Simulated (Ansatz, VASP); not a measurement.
## Bi, level by level in two programs

```
CELL_PARAMETERS angstrom
-1.99455 1.99455 1.99455
1.99455 -1.99455 1.99455
1.99455 1.99455 -1.99455
ATOMIC_POSITIONS crystal
Bi 0.00000 0.00000 0.00000
```

Change from the starting cell: volume scaled by 1.02.

Single points on this cell with VASP 6.6.1 and Ansatz 0.2.0. Each row is one pair of runs. Alike in all rows: spin: off; k mesh: 9 × 9 × 9; smearing: fermi-dirac, width 0.05 eV; VASP's potentials, cutoff: VASP PAW PBE potentials, release 64 (Bi_d), 520 eV.

```csv
level,"Ansatz's potentials, cutoff","gap on the k mesh at the Fermi level (eV), VASP","gap on the k mesh at the Fermi level (eV), Ansatz","pressure (GPa), VASP","pressure (GPa), Ansatz"
PBE,"Ansatz PAW, 420 eV",none,none,-0.3,-0.2
PBE,"JTH PAW, 1800 eV",none,none,-0.3,-0.2
PBE,"Ansatz PAW earlier set, 600 eV",none,none,-0.3,-0.2
PBE,"PseudoDojo stringent (PBE files), 1197 eV",none,?,-0.3,?
r2SCAN,"Ansatz PAW, 500 eV",none,none,-1.1,-1.0
PBEsol,"Ansatz PAW, 420 eV",none,none,-3.0,-2.9
```

**Question.** Fill in what Ansatz gave in row 4.

**Answer.** gap on the k mesh at the Fermi level (eV): none; pressure (GPa): -0.2.

A gap of «none» marks a metal or a gap that the smearing closes.

Caveats: spin-orbit coupling is left out, which moves the levels of the heavy elements (some rows); the PAW data sets were made with another functional, which shifts forces and pressure a little (VASP); the PAW data sets come from PBE, with cores solved anew for the run's functional, which leaves a small shift of forces and pressure (Ansatz).
